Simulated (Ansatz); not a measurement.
# ZnS (Wurtzite-2H) (P6_3mc) in Ansatz: notebook

The runs below take ZnS (Wurtzite-2H) through phonons, single point, equation of state, with PBE, RPBE.

All numbers are computed with Ansatz 0.2.0; they aren't measurements. Logs are shortened: lines on timing, memory, paths and dates and some standing lists are left out, and cuts for length are marked.

**Experimental background.**

From a printed reference work, monograph, for a bulk crystal of ZnS at 4 K: band gap 3.911 eV (direct).

The results are compared with them further down.

### Step 1. The structure

It takes space group P6_3mc (No. 186, hexagonal). The conventional cell has a = 3.811 Å, b = 3.811 Å, c = 6.234 Å, α = 90.00°, β = 90.00°, γ = 120.00°. Around Zn (site symmetry 3m) lie 4 S at 2.31 to 2.40 Å. Around S (site symmetry 3m) lie 4 Zn at 2.31 to 2.40 Å.

### Step 2. Phonons, PBE

Input file input.yaml:

```yaml
crystal:
  lattice:
    - [3.811, 0.0, 0.0]
    - [-1.9055, 3.3004228138, 0.0]
    - [0.0, 0.0, 6.234]
  atoms:
    - { symbol: Zn, position: [0.6666666667, 0.3333333333, 0.5] }
    - { symbol: Zn, position: [0.3333333333, 0.6666666667, 0.0] }
    - { symbol: S, position: [0.6666666667, 0.3333333333, 0.885] }
    - { symbol: S, position: [0.3333333333, 0.6666666667, 0.385] }
hamiltonian:
  xc: pbe
  pseudopotentials: { kind: paw }
kpoints:
  mp_grid: { grid: [7, 7, 4] }
scf:
  occupations: { method: fixed }
phonons:
  method: dfpt
  dielectric: true
  rigid_motions: translations
```

Potentials or basis: Ansatz PAW.

Launch:

```
ansatz run input.yaml --threads 2 --pin off --max-ram 5120MiB --backend cpu --events-out ev --progress --plain --runs-dir out
```

Log:

```text
Warning: RAYON_NUM_THREADS=2 ignored (pool sized by the plan → 2); use --threads N
Engine: ansatz 0.2.0, aarch64-unknown-linux-gnu
Pseudopotentials: kind: paw
Pseudopotential: Zn, paw, valence charge 12, recommended cutoff 420 eV (normal), Zn.paw.azcp
Pseudopotential: S, paw, valence charge 6, recommended cutoff 420 eV (normal), S.paw.azcp
Functional definition: PBE
  parameter kappa = 0.804
  parameter beta = 0.06672455060314922
  exchange = pbe_x(kappa = kappa, mu = beta*pi^2/3)
  correlation = pbe_c(beta = beta)
Crystal: 4 atoms, lattice volume = 78.411 Å³
Basis set: ecut = 420 eV, 1521 PW (Γ), exchange–correlation on 54×54×96 points (8 copies of the dense FFT grid, shifted against one another)
Bands: 22, of which v1, the nominal top of the filled ones, is band 18 counted from 1 (17 counted from 0)
Symmetry: 12 space group operations
k-points: 60 of 196 (irreducible under 2 space group operations, time reversal used)
Non-local potential: Zn, projectors of the file, l = 0: 2, l = 1: 2, l = 2: 3, l = 3: 1
Non-local potential: S, projectors of the file, l = 0: 2, l = 1: 2, l = 2: 2
PAW form: soft (Blöchl's): semilocal exchange-correlation on the pseudo side does not see the compensation charge
PAW one-centre angular grid: Zn, 590 points (default); XC on 64 Gauss nodes
PAW one-centre angular grid: S, 110 points (default); XC on 64 Gauss nodes
Initial density: superposition of atomic densities (neutral atoms: chi_scale 0, normalization atom), corrected by the library's trained network
Initial wavefunctions: pseudopotential atomic-orbital guess
Functional: x = pbe(κ = 0.804, μ = 0.2195149727645171), c = pbe(β = 0.06672455060314922)
SCF iter   1: F=—  HF=-8445.419340 eV  |F-HF|=—  |Δ(HF+E_count)|=         —  Δρ=4.96e-4  dr2=1.60e-4  ethr=1.77e-3  ⟨swp⟩=5.2  Hψ=5670  notcnv=0  defer=120
preconditioner: auto → Resta (q_TF=auto, 2.396 Å⁻¹)  ε∞=6.6  [insulator: Δε(μ)=2.242 eV  Ē_g=10.669 eV  n_scr=22 (ndim 8)  ℏωp=25.2 eV  f_vac=0.041  ε∞_Penn≈6.6]
SCF iter   2: F=—  HF=-8445.419620 eV  |F-HF|=—  |Δ(HF+E_count)|=   2.80e-4  Δρ=4.18e-4  dr2=1.09e-4  ethr=4.43e-7  ⟨swp⟩=2.6  Hψ=3119  notcnv=0  defer=120
SCF iter   3: F=—  HF=-8445.419702 eV  |F-HF|=—  |Δ(HF+E_count)|=   8.13e-5  Δρ=1.27e-4  dr2=1.02e-5  ethr=3.04e-7  ⟨swp⟩=2.0  Hψ=2294  notcnv=0  defer=120
[... 3 lines left out ...]
SCF iter   7: F=—  HF=-8445.419711 eV  |F-HF|=—  |Δ(HF+E_count)|=   2.47e-8  Δρ=2.74e-6  dr2=5.35e-9  ethr=2.59e-10  ⟨swp⟩=2.9  Hψ=2534  notcnv=0
SCF iter   8: F=—  HF=-8445.419711 eV  |F-HF|=—  |Δ(HF+E_count)|=  7.06e-10  Δρ=6.95e-7  dr2=4.40e-10  ethr=1.49e-11  ⟨swp⟩=2.9  Hψ=2523  notcnv=0
SCF iter   9: F=-8445.419711 eV  HF=-8445.419711 eV  |F-HF|=1.09e-11  |Δ(HF+E_count)|=  7.28e-11  Δρ=1.81e-7  dr2=1.63e-11  ethr=1.00e-12  ⟨swp⟩=7.2  Hψ=7996  notcnv=0
SCF 1 converged in 9 iterations: F = -8445.419711 eV  dr2 = 1.63e-11
NSCF: frozen V_eff on 6 k-points
DFPT response loops at Γ: preconditioner auto → Resta (q_TF=auto, 2.396 Å⁻¹)  ε∞=5.2 (no band partly filled); β = 1.00, the filter's whole step (`scf.mixing.beta` (0.50) is not read by the response loops at its default; to damp them type it under 1.00, their step now; it binds the ground state too); Broyden in place of MSR1
── the response to a field inside a basis, on 10×10×6 k-points: an SCF that follows is theirs, and a resumed run solves both again ──
Bands: 19, of which v1, the nominal top of the filled ones, is band 18 counted from 1 (17 counted from 0)
k-points: 90 of 600 (irreducible under 4 space group operations, time reversal used)
[... 2 lines left out ...]
Eigensolver: Dense (90 Hₖ)
[... 6 lines left out ...]
SCF 1 converged in 5 iterations: F = -8445.416551 eV  dr2 = 1.77e-9
DFPT response loops at Γ: preconditioner auto → Resta (q_TF=auto, 2.396 Å⁻¹)  ε∞=4.8 (no band partly filled); β = 1.00, the filter's whole step (`scf.mixing.beta` (0.50) is not read by the response loops at its default; to damp them type it under 1.00, their step now; it binds the ground state too); Broyden in place of MSR1
WARN: field response: ε∞ stands inside a basis, on 10×10×6 points; the force constants stand on the 7×7×4 k-mesh, whose period is 10.43 times the interband length at k = (0.0000, 0.0000, 0.0000), direct gap 2.247 eV, under 14: take them and everything formed from them as unconverged, and compare with a denser kpoints.mp_grid
SCF converged after 9 iterations
Free energy (F): -8445.419711 eV
Harris-Foulkes:  -8445.419711 eV  (|F-HF|=1.09e-11)
Internal energy: -8445.419711 eV  (E = F + TS)
E sigma→0 (E₀):  -8445.419711 eV
Fermi energy:    5.866356 eV
--- Per-component energies (eV) ---
  E_band       = 12.314386
  E_kinetic    = 477.247248
  E_local      = -4081.375439  (includes V_loc(G=0)·N_el)
  E_nonlocal   = 1285.435133
  E_hartree    = 1707.474751
  E_xc         = -469.098327
  E_vxc        = -279.503919  (∫ρ·V_xc dr)
  E_paw        = -4856.938917  (= ΣΔE_a)
  E_vpaw       = -804.437290  (= ΣTr[D̂ρ^β])
  E_aug_tail   = -0.000743  (compensation charges beyond the density's cutoff)
  E_ewald      = -2508.163419
  E_smearing   = -0.000000  (= −TS)
  E_closure    = 0.000000  (closes the sum)
  Σ components = -8445.419711   (vs F -8445.419711, Δ=0.00e0)
--- Band table (eV; the first three rows and the last of 60) ---
  k-point 0: bands = ["-7.3302", "-6.4060", "-0.4999", "-0.4999", "-0.4353", "-0.4353", "-0.4266", "-0.0180", "-0.0180", "0.0619", "0.0619", "0.2205", "0.7009", "5.0091", "5.0091", "5.8556", "5.8556", "5.8664", "8.1138", "8.8582", "12.1425", "12.1425"]
  k-point 1: bands = ["-7.2127", "-6.5628", "-0.4938", "-0.4938", "-0.4483", "-0.4483", "-0.4323", "-0.1858", "-0.0035", "-0.0035", "0.0530", "0.0530", "1.6042", "4.7816", "5.1245", "5.1245", "5.7220", "5.7220", "8.9907", "9.0230", "12.1082", "12.2298"]
  k-point 2: bands = ["-6.9070", "-6.9070", "-0.4744", "-0.4744", "-0.4744", "-0.4744", "-0.3985", "-0.3985", "0.0274", "0.0274", "0.0274", "0.0274", "3.1081", "3.1081", "5.4142", "5.4142", "5.4142", "5.4142", "9.3741", "9.3741", "12.5692", "12.5692"]
  k-point 59: bands = ["-6.4950", "-6.1499", "-0.4449", "-0.3812", "-0.3306", "-0.2684", "-0.2231", "-0.1671", "-0.0093", "0.0194", "0.0857", "0.2651", "1.3263", "2.0970", "3.1672", "3.5087", "4.3474", "4.8685", "10.0320", "10.7604", "11.5533", "12.0723"]
--- Phonons (Γ-DFPT): 4 representative perturbations + reference, on 60 of 196 k-points (Σ response iterations 15) ---
  k mesh reduced under 2 symmetry operations, with k and −k counted as one. Each operation leaves every solved perturbation unchanged. A smaller set is not considered because the run solves the response to a homogeneous field
  ASR residual: 5.816e-5 → 0.000e0 eV/Å²; symmetrization residual: 3.651e-5 eV/Å²
  ASR residual per site (eV/Å²): 3.08e-5 3.08e-5 5.82e-5 5.82e-5
  Γ frequencies (cm⁻¹): 0.00 0.00 0.00 73.52 73.52 178.08 232.19 294.75 294.75 299.68 299.68 310.53
  ε∞ (high-frequency dielectric tensor):
        5.841614     0.000000    -0.000000
        0.000000     5.841614     0.000000
       -0.000000     0.000000     5.902111
  ε⁰ (static dielectric tensor: ions relaxed, cell fixed):
        8.350211     0.000000     0.000000
       -0.000000     8.350211    -0.000000
        0.000000    -0.000000    10.411322
  ε⁰ − ε∞ (ionic part):
        2.508597    -0.000000     0.000000
       -0.000000     2.508597    -0.000000
        0.000000    -0.000000     4.509211
  softest optical mode at Γ: 73.52 cm⁻¹; the repairs (sum rule, projections) moved no ω² at Γ by more than (2.05 cm⁻¹)²
  Born effective charges Z* (e; rows j = field, columns β = displacement):
    site 0:
         1.93273   -0.00000   -0.00000
         0.00000    1.93273   -0.00000
        -0.00000   -0.00000    2.04122
    site 1:
         1.93273    0.00000    0.00000
        -0.00000    1.93273    0.00000
         0.00000    0.00000    2.04122
    site 2:
        -1.93273    0.00000   -0.00000
         0.00000   -1.93273   -0.00000
        -0.00000   -0.00000   -2.04122
    site 3:
        -1.93273    0.00000    0.00000
         0.00000   -1.93273    0.00000
         0.00000    0.00000   -2.04122
  Z* charge neutrality: 2.202e-3 e pre-enforcement
  solved inside a basis spanned on kpoints, on 10×10×6 k-points, its susceptibility summed on 14×14×8: ε∞ is read to err by 1.8e-2, Z* by 1.3e-2 e (field_mesh: kpoints solves on kpoints); Z* is corrected for what the basis lacks
  optical modes at Γ without the LO–TO term, one row a degenerate level:
      ω (cm⁻¹)  modes    IR ((D/Å)²/amu)
         73.52      2             0.0000
        178.08      1             0.0000
        232.19      1             8.9372
        294.75      2            16.0249
        299.68      2             0.0000
        310.53      1             0.0000
  optical modes at Γ + LO–TO along q̂ = [1.0000, 0.0000, 0.0000]:
      ω (cm⁻¹)  modes    IR ((D/Å)²/amu)
         73.52      2             0.0000
        178.08      1             0.0000
        232.19      1             8.9372
        294.75      1             8.0124
        299.68      2             0.0000
        310.53      1             0.0000
        352.40      1             8.0124
  optical modes at Γ + LO–TO along q̂ = [0.0000, 1.0000, 0.0000]:
      ω (cm⁻¹)  modes    IR ((D/Å)²/amu)
         73.52      2             0.0000
        178.08      1             0.0000
        232.19      1             8.9372
        294.75      1             8.0124
        299.68      2             0.0000
        310.53      1             0.0000
        352.40      1             8.0124
  optical modes at Γ + LO–TO along q̂ = [0.0000, 0.0000, 1.0000]:
      ω (cm⁻¹)  modes    IR ((D/Å)²/amu)
         73.52      2             0.0000
        178.08      1             0.0000
        294.75      2            16.0249
        299.68      2             0.0000
        308.38      1             8.9372
        310.53      1             0.0000
```

It took 1.7 min on 2 threads of Arm Neoverse V1, shared host; peak memory 0.85 GiB.

Results:

* Free energy: -8445.4197 eV
* Band gap on the k mesh: 2.25 eV, direct
* Electronic dielectric tensor (diagonal): 5.84, 5.84, 5.90
* Born charges (mean of the diagonal): Zn +1.97; S -1.97 e
* Highest phonon frequency at Γ, LO-TO splitting left out: 311 cm⁻¹
* Static dielectric tensor (diagonal): 8.35, 8.35, 10.41

Levels at points of the mesh, in eV from the valence-band top:
```
            k point  band 15  band 16  band 17  band 18  band 19  band 20  band 21  band 22
 (0.00, 0.00, 0.00)    -0.86    -0.01    -0.01     0.00     2.25     2.99     6.28     6.28
(0.00, 0.00, -0.50)    -0.45    -0.45    -0.45    -0.45     3.51     3.51     6.70     6.70
```

Phonon frequencies in cm⁻¹ (negative: imaginary):
```tsv
q point	frequencies
(0.000, 0.000, 0.000)	0 0 0 74 74 178 232 295 295 300 300 311
```

Electronic dielectric tensor:
```
5.84 0.00 0.00
0.00 5.84 0.00
0.00 0.00 5.90
```

Born effective charge tensors (e):
atom 1, Zn
```
1.93 0.00 0.00
0.00 1.93 0.00
0.00 0.00 2.04
```
atom 2, Zn
```
1.93 0.00 0.00
0.00 1.93 0.00
0.00 0.00 2.04
```
atom 3, S
```
-1.93  0.00  0.00
 0.00 -1.93  0.00
 0.00  0.00 -2.04
```
atom 4, S
```
-1.93  0.00  0.00
 0.00 -1.93  0.00
 0.00  0.00 -2.04
```

Static dielectric tensor, electrons and zone-centre modes:
```
 8.35  0.00  0.00
 0.00  8.35  0.00
 0.00  0.00 10.41
```

Caveat: odd divisions of the mesh miss points on the zone boundary, where band edges often lie, so the gap on the mesh can be too wide.

### Step 3. Single point, RPBE, 18.43 Å³/atom (volume scaled by 0.94)

Input file input.yaml:

```yaml
crystal:
  lattice:
    - [3.7332026603, 0.0, 0.0]
    - [-1.8666013302, 3.2330483413, 0.0]
    - [0.0, 0.0, 6.1067398017]
  atoms:
    - { symbol: Zn, position: [0.6666666667, 0.3333333333, 0.5] }
    - { symbol: Zn, position: [0.3333333333, 0.6666666667, 0.0] }
    - { symbol: S, position: [0.6666666667, 0.3333333333, 0.885] }
    - { symbol: S, position: [0.3333333333, 0.6666666667, 0.385] }
hamiltonian:
  xc: rpbe
  pseudopotentials: { kind: paw }
kpoints:
  mp_grid: { grid: [8, 8, 5] }
scf:
  occupations: { method: fermi_dirac, width: 0.05 }
output:
  forces: true
  stress: true
  eigenvalues: true
```

Potentials or basis: Ansatz PAW.

Launch:

```
ansatz run input.yaml --threads 2 --pin off --max-ram 5120MiB --backend cpu --events-out ev --progress --plain --runs-dir out
```

It took 2.7 s on 2 threads of Arm Neoverse V1, shared host; peak memory 0.32 GiB.

Results (log left out):

| Property | Result |
| --- | --- |
| Free energy | -8462.9286 eV |
| Pressure | 10.8 GPa |
| Largest force | 0.406 eV/Å |
| Band gap on the k mesh | 2.71 eV, direct |

Caveat: odd divisions of the mesh miss points on the zone boundary, where band edges often lie, so the gap on the mesh can be too wide; the PAW data sets come from PBE, with cores solved anew for the run's functional, which leaves a small shift of forces and pressure.

### Step 4. Single point, RPBE, 18.82 Å³/atom (volume scaled by 0.96)

input.yaml, as its differences from that of step 3:

```diff
@@ -2,5 +2,5 @@
   lattice:
-    - [3.7332026603, 0.0, 0.0]
-    - [-1.8666013302, 3.2330483413, 0.0]
-    - [0.0, 0.0, 6.1067398017]
+    - [3.7594936861, 0.0, 0.0]
+    - [-1.8797468431, 3.2558170375, 0.0]
+    - [0.0, 0.0, 6.1497464286]
   atoms:
```

Launch:

```
ansatz run input.yaml --threads 2 --pin off --max-ram 5120MiB --backend cpu --events-out ev --progress --plain --runs-dir out
```

It took 2.7 s on 2 threads of Arm Neoverse V1, shared host; peak memory 0.32 GiB.

Results (log left out):

```
Free energy            : -8463.0233 eV
Pressure               : 8.6 GPa
Largest force          : 0.378 eV/Å
Band gap on the k mesh : 2.61 eV, direct
```

Caveat: odd divisions of the mesh miss points on the zone boundary, where band edges often lie, so the gap on the mesh can be too wide; the PAW data sets come from PBE, with cores solved anew for the run's functional, which leaves a small shift of forces and pressure.

### Step 5. Single point, RPBE, 19.21 Å³/atom (volume scaled by 0.98)

input.yaml, as its differences from that of step 4:

```diff
@@ -2,5 +2,5 @@
   lattice:
-    - [3.7594936861, 0.0, 0.0]
-    - [-1.8797468431, 3.2558170375, 0.0]
-    - [0.0, 0.0, 6.1497464286]
+    - [3.7854220481, 0.0, 0.0]
+    - [-1.8927110241, 3.2782716577, 0.0]
+    - [0.0, 0.0, 6.1921598132]
   atoms:
```

Launch:

```
ansatz run input.yaml --threads 2 --pin off --max-ram 5120MiB --backend cpu --events-out ev --progress --plain --runs-dir out
```

It took 2.7 s on 2 threads of Arm Neoverse V1, shared host; peak memory 0.32 GiB.

Results (log left out):

```yaml
Free_energy: -8463.0980 eV
Pressure: 6.7 GPa
Largest_force: 0.351 eV/Å
Band_gap_on_the_k_mesh: 2.52 eV, direct
```

Caveat: odd divisions of the mesh miss points on the zone boundary, where band edges often lie, so the gap on the mesh can be too wide; the PAW data sets come from PBE, with cores solved anew for the run's functional, which leaves a small shift of forces and pressure.

### Step 6. Single point, RPBE, 19.60 Å³/atom

input.yaml, as its differences from that of step 5:

```diff
@@ -2,5 +2,5 @@
   lattice:
-    - [3.7854220481, 0.0, 0.0]
-    - [-1.8927110241, 3.2782716577, 0.0]
-    - [0.0, 0.0, 6.1921598132]
+    - [3.811, 0.0, 0.0]
+    - [-1.9055, 3.3004228138, 0.0]
+    - [0.0, 0.0, 6.234]
   atoms:
```

Potentials or basis: Ansatz PAW.

Launch:

```
ansatz run input.yaml --threads 2 --pin off --max-ram 5120MiB --backend cpu --events-out ev --progress --plain --runs-dir out
```

Run time: 2.8 s. Hardware: 2 threads of Arm Neoverse V1, shared host; peak memory 0.32 GiB.

It converged, with:

```
Free energy            : -8463.1548 eV
Pressure               : 4.9 GPa
Largest force          : 0.326 eV/Å
Band gap on the k mesh : 2.42 eV, direct
```

Caveat: odd divisions of the mesh miss points on the zone boundary, where band edges often lie, so the gap on the mesh can be too wide; the PAW data sets come from PBE, with cores solved anew for the run's functional, which leaves a small shift of forces and pressure.

### Step 7. Single point, RPBE, 19.99 Å³/atom (volume scaled by 1.02)

input.yaml, as its differences from that of step 6:

```diff
@@ -2,5 +2,5 @@
   lattice:
-    - [3.811, 0.0, 0.0]
-    - [-1.9055, 3.3004228138, 0.0]
-    - [0.0, 0.0, 6.234]
+    - [3.8362391461, 0.0, 0.0]
+    - [-1.9181195731, 3.3222805555, 0.0]
+    - [0.0, 0.0, 6.2752859714]
   atoms:
@@ -21 +21,5 @@
   eigenvalues: true
+  write_density: true
+  write_potential: true
+  elf: true
+  volumetric_format: npy
```

Launch:

```
ansatz run input.yaml --threads 2 --pin off --max-ram 5120MiB --backend cpu --events-out ev --progress --plain --runs-dir out
```

Wall time 3.8 s (2 threads of Arm Neoverse V1, shared host); peak memory 0.33 GiB.

The run converged. Its results:

- Free energy: -8463.1953 eV
- Pressure: 3.4 GPa
- Largest force: 0.302 eV/Å
- Band gap on the k mesh: 2.33 eV, direct

Caveat: odd divisions of the mesh miss points on the zone boundary, where band edges often lie, so the gap on the mesh can be too wide; the PAW data sets come from PBE, with cores solved anew for the run's functional, which leaves a small shift of forces and pressure.

### Step 8. Single point, RPBE, 20.39 Å³/atom (volume scaled by 1.04)

input.yaml, as its differences from that of step 7:

```diff
@@ -2,5 +2,5 @@
   lattice:
-    - [3.8362391461, 0.0, 0.0]
-    - [-1.9181195731, 3.3222805555, 0.0]
-    - [0.0, 0.0, 6.2752859714]
+    - [3.861150488, 0.0, 0.0]
+    - [-1.930575244, 3.3438544104, 0.0]
+    - [0.0, 0.0, 6.3160357234]
   atoms:
```

Launch:

```
ansatz run input.yaml --threads 2 --pin off --max-ram 5120MiB --backend cpu --events-out ev --progress --plain --runs-dir out
```

It took 3.9 s on 2 threads of Arm Neoverse V1, shared host; peak memory 0.34 GiB.

It converged, with:

```yaml
Free_energy: -8463.2213 eV
Pressure: 2.0 GPa
Largest_force: 0.281 eV/Å
Band_gap_on_the_k_mesh: 2.24 eV, direct
```

Caveat: odd divisions of the mesh miss points on the zone boundary, where band edges often lie, so the gap on the mesh can be too wide; the PAW data sets come from PBE, with cores solved anew for the run's functional, which leaves a small shift of forces and pressure.

### Step 9. Single point, RPBE, 20.78 Å³/atom (volume scaled by 1.06)

input.yaml, as its differences from that of step 8:

```diff
@@ -2,5 +2,5 @@
   lattice:
-    - [3.861150488, 0.0, 0.0]
-    - [-1.930575244, 3.3438544104, 0.0]
-    - [0.0, 0.0, 6.3160357234]
+    - [3.8857444663, 0.0, 0.0]
+    - [-1.9428722331, 3.3651534204, 0.0]
+    - [0.0, 0.0, 6.356266335]
   atoms:
@@ -21,5 +21 @@
   eigenvalues: true
-  write_density: true
-  write_potential: true
-  elf: true
-  volumetric_format: npy
```

Potentials or basis: Ansatz PAW.

Launch:

```
ansatz run input.yaml --threads 2 --pin off --max-ram 5120MiB --backend cpu --events-out ev --progress --plain --runs-dir out
```

Run time: 2.9 s. Hardware: 2 threads of Arm Neoverse V1, shared host; peak memory 0.33 GiB.

It converged, with:

```
Free energy            : -8463.2340 eV
Pressure               : 0.7 GPa
Largest force          : 0.260 eV/Å
Band gap on the k mesh : 2.15 eV, direct
```

Caveat: odd divisions of the mesh miss points on the zone boundary, where band edges often lie, so the gap on the mesh can be too wide; the PAW data sets come from PBE, with cores solved anew for the run's functional, which leaves a small shift of forces and pressure.

### Step 10. Equation of state, RPBE

No new run: the results of the series are fitted here.

What came out:

```yaml
Equilibrium_volume: "21.00 Å³/atom (rough: see the caveat)"
Bulk_modulus_at_fixed_shape_and_positions: 62 GPa (rough)
```

Energy against volume, from the lowest point:
| volume (Å³/atom) | energy (meV/atom) |
| --- | --- |
| 18.427 | 76.34 |
| 18.819 | 52.68 |
| 19.211 | 33.99 |
| 19.603 | 19.80 |
| 19.995 | 9.66 |
| 20.387 | 3.18 |
| 20.779 | 0.00 |

Caveat: the potentials were made for another functional, which shifts forces and pressure; the minimum lies outside the volumes run; the cell was scaled at fixed shape and fractional positions, which overstates the stiffness of a crystal with free parameters, most of all of layers and chains.

### Step 11. Comparison with measurements

Step 2. A measured gap of ZnS is 3.911 eV (direct; 4 K; a printed reference work, monograph); the calculated 2.25 eV misses it by -1.66 eV. The value is that of PBE, without temperature or zero-point motion. Semilocal functionals fall short of measured gaps as a rule.
